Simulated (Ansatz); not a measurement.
## BaTiO₃ in Ansatz, single run

Run with:

```bash
ansatz run input.yaml --threads 1 --pin off --max-ram 2560MiB --backend cpu --events-out ev --progress --plain --runs-dir out
```

The input file (Ansatz 0.2.0, plane waves):

```yaml
crystal:
  lattice:
    - [-3.98923113, 0.0, 0.0]
    - [0.0, -2.84164821, 2.85136924]
    - [0.0, 2.84164821, 2.85136924]
  atoms:
    - { symbol: Ba, position: [0.0, 0.0, 0.0] }
    - { symbol: Ti, position: [0.5, 0.5143, 0.5143] }
    - { symbol: O, position: [0.0, 0.489, 0.489] }
    - { symbol: O, position: [0.5, 0.99223, 0.50443] }
    - { symbol: O, position: [0.5, 0.50443, 0.99223] }
  symmetry: { tolerance: 0.0003 }
kpoints:
  mp_grid: { grid: [5, 5, 5], shift: [0, 0, 0] }
magnetization:
  spin_polarized: false
scf:
  occupations: { method: fermi_dirac, width: 0.114 }
  convergence: { dr2_threshold: 1.0e-06 }
hamiltonian:
  pseudopotentials: { kind: paw }
  xc: pbesol
basis:
  ecutwfc: 420
output:
  forces: true
  stress: true
  eigenvalues: true
  write_density: true
  write_potential: true
  elf: true
  volumetric_format: npy
```

Origin of the cell: a database entry, scaled a little.

Output (shortened):

```
Warning: scf.convergence.dr2_threshold = 1e-6 eV is looser than this run's default, which is 1e-7 eV or tighter. The error in the forces grows as the threshold's square root, so leave the key […]
Warning: output.stress: scf.convergence.dr2_threshold = 1e-6 eV is looser than the 5e-10 eV advised for a printed stress (1e-10 eV for each atom of the cell: 5). What an SCF threshold leaves […]
Pseudopotentials: kind: paw
Pseudopotential: Ba, paw, valence charge 10, recommended cutoff 420 eV (normal), Ba.paw.azcp
Pseudopotential: Ti, paw, valence charge 12, recommended cutoff 420 eV (normal), Ti.paw.azcp
Pseudopotential: O, paw, valence charge 6, recommended cutoff 420 eV (normal), O.paw.azcp
Functional definition: PBEsol
  exchange = pbesol_x
  correlation = pbesol_c
Crystal: 5 atoms, lattice volume = 64.646 Å³
Basis set: ecut = 420 eV, 1277 PW (Γ), exchange–correlation on 54×54×54 points (8 copies of the dense FFT grid, shifted against one another)
Bands: 25, of which v1, the nominal top of the filled ones, is band 20 counted from 1 (19 counted from 0)
Symmetry: 4 space group operations
Space group: Amm2 (ITA 38), of the structure as read, at distance tolerance 1.2e-3 Å
[… 10 lines left out …]
Initial density: superposition of atomic densities (neutral atoms: chi_scale 0, normalization atom), corrected by the library's trained network
Functional: x = pbesol(κ = 0.804, μ = 0.123457), c = pbesol(β = 0.046)
SCF iter   1: F=—  HF=-10027.472749 eV  Δρ=1.72e-2  dr2=1.66e-1
SCF iter   2: F=—  HF=-10027.439449 eV  Δρ=4.44e-3  dr2=1.55e-2
SCF iter   3: F=—  HF=-10027.437591 eV  Δρ=1.49e-3  dr2=1.81e-3
SCF iter   4: F=—  HF=-10027.437366 eV  Δρ=1.50e-4  dr2=1.65e-5
SCF iter   5: F=—  HF=-10027.437181 eV  Δρ=2.92e-5  dr2=5.17e-7
SCF iter   6: F=-10027.437182 eV  HF=-10027.437182 eV  Δρ=8.08e-6  dr2=3.11e-8
SCF 1 converged in 6 iterations: F = -10027.437182 eV  dr2 = 3.11e-8
SCF converged after 6 iterations
Free energy (F): -10027.437182 eV
Harris-Foulkes:  -10027.437182 eV  (|F-HF|=6.93e-9)
Internal energy: -10027.437101 eV  (E = F + TS)
E sigma→0 (E₀):  -10027.437141 eV
Entropy (-TS):   -0.000081 eV (-0.016 meV/atom)
Fermi energy:    11.035722 eV
--- Per-component energies (eV) ---
  E_band       = -148.449626
  E_kinetic    = 966.059132
  E_local      = -2106.623100  (includes V_loc(G=0)·N_el)
  E_nonlocal   = 206.862166
  E_hartree    = 818.481931
  E_xc         = -485.752848
  E_vxc        = -542.430198  (∫ρ·V_xc dr)
  E_paw        = -6616.525288  (= ΣΔE_a)
  E_vpaw       = -309.289403  (= ΣTr[D̂ρ^β])
  E_aug_tail   = 0.007351  (compensation charges beyond the density's cutoff)
  E_ewald      = -2810.343125
  E_core_change = 0.396681  (= ΣΔE_core)
  E_smearing   = -0.000081  (= −TS)
  Σ components = -10027.437182   (vs F -10027.437182, Δ=0.00e0)
--- Forces (eV/Å), atoms counted from 1 ---
  atom   1  Ba     0.000000     0.000000     0.196336
  atom   2  Ti     0.000000    -0.000000     0.226924
  atom   3  O      0.000000    -0.000000     0.177798
  atom   4  O      0.000000     0.085141    -0.300548
  atom   5  O     -0.000000    -0.085141    -0.300548
  max |Σ_I F_I| component: 3.86e-5 eV/Å
--- Stress (GPa, compression-positive) ---
       -4.425498      -0.000000      -0.000000
       -0.000000      -4.361008       0.000000
       -0.000000       0.000000      -4.992808
  P = ⅓ Tr σ = -4.5931 GPa (-45.931 kbar)
```

Caveats: the SCF threshold is loose for forces; the SCF threshold is looser than advised for a stress.

It ran for 14 s on 1 thread of Arm Neoverse N1, with other jobs on the host, peak memory 0.37 GiB, from the program's own first density.
